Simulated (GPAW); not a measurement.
V:

```
V
1.0
    -1.51435    1.51435    1.51435
     1.51435   -1.51435    1.51435
     1.51435    1.51435   -1.51435
V
1
Direct
  0.00000 0.00000 0.00000
```

Base run:

```yaml
Program: GPAW 26.7.0
Functional: PBEsol
Potentials_or_basis: PAW data sets generated in the run's folder for this functional
Cutoff: 600 eV
Basis: pw
k_mesh: 12 × 12 × 12
Occupations: fermi-dirac, width 0.05 eV
Spin: collinear spin, ferromagnetic start
Starting_moments: "[2.0] μB"
Hubbard_terms: V d U = 6 eV
```

Its results: pressure 58.8 GPa; net moment 2.63 μB per cell.

**Question.** The run is repeated on the same cell with these changes: hubbard terms from V d U = 6 eV to none. What comes out?

**Answer.** Pressure -10.7 GPa; net moment 0.00 μB per cell.

Caveats: a pressure of tens of GPa on the cell as given is suspect, and the run, the potentials or the cell itself is likely at fault (some runs); the U is typed as a test and isn't derived for this compound (some runs).

Not every run made on this cell is shown here.
